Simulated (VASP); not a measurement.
Wanted: the native input for a VASP 6.6.1 run.

```
Task                   : band structure
Functional             : PBEsol
Potentials or basis    : VASP PAW PBE potentials, release 64 (Sb, Ga_d)
Cutoff                 : 520 eV
k mesh                 : 8 × 8 × 8
Occupations            : fermi-dirac, width 0.05 eV
Spin                   : no spin polarisation
Further INCAR settings : ALGO = Fast; EDIFF = 1e-06
```

The structure of GaSb lies in POSCAR:

```
GaSb
1.0
    0.0000000000      3.0590000000      3.0590000000
    3.0590000000      0.0000000000      3.0590000000
    3.0590000000      3.0590000000      0.0000000000
Sb Ga
1 1
Direct
    0.7500000000      0.7500000000      0.7500000000
    0.0000000000      0.0000000000      0.0000000000
```

The input as run:

INCAR

```
SYSTEM = GaSb
  ALGO = Fast
  EDIFF = 1E-6
  ENCUT = 520
  GGA = PS
  ISIF = 2
  ISMEAR = -1
  LASPH = .TRUE.
  LCHARG = .FALSE.
  LREAL = .FALSE.
  LWAVE = .FALSE.
  NELM = 60
  PREC = Accurate
  SIGMA = 0.05
```

KPOINTS

```
k-points
0
G
  8 8 8
  0 0 0
```

KPOINTS_OPT

```
path GXWKGLUWLK,UX
20
line-mode
reciprocal
 0.0000000000  0.0000000000  0.0000000000  G
 0.5000000000  0.0000000000  0.5000000000  X

 0.5000000000  0.0000000000  0.5000000000  X
 0.5000000000  0.2500000000  0.7500000000  W

 0.5000000000  0.2500000000  0.7500000000  W
 0.3750000000  0.3750000000  0.7500000000  K

 0.3750000000  0.3750000000  0.7500000000  K
 0.0000000000  0.0000000000  0.0000000000  G

 0.0000000000  0.0000000000  0.0000000000  G
 0.5000000000  0.5000000000  0.5000000000  L

 0.5000000000  0.5000000000  0.5000000000  L
 0.6250000000  0.2500000000  0.6250000000  U

 0.6250000000  0.2500000000  0.6250000000  U
 0.5000000000  0.2500000000  0.7500000000  W

 0.5000000000  0.2500000000  0.7500000000  W
 0.5000000000  0.5000000000  0.5000000000  L

 0.5000000000  0.5000000000  0.5000000000  L
 0.3750000000  0.3750000000  0.7500000000  K

 0.6250000000  0.2500000000  0.6250000000  U
 0.5000000000  0.0000000000  0.5000000000  X
```

Potentials or basis: VASP PAW PBE potentials, release 64 (Sb, Ga_d).

Command:

```bash
$ cat potpaw_PBE.64/Sb/POTCAR potpaw_PBE.64/Ga_d/POTCAR > POTCAR
$ mpirun -np 1 vasp_std > vasp.out
```

Results of the run:

* Pressure: -0.1 GPa
* Band gap along the path: none (metal or under the smearing width)

Caveat: the PAW data sets were made with another functional, which shifts forces and pressure a little; spin-orbit coupling is left out, which moves the levels of the heavy elements.

It took 26 s on 1 thread of Intel(R) Xeon(R) 6975P-C (Granite Rapids), on a shared host, peak memory 0.2 GiB.
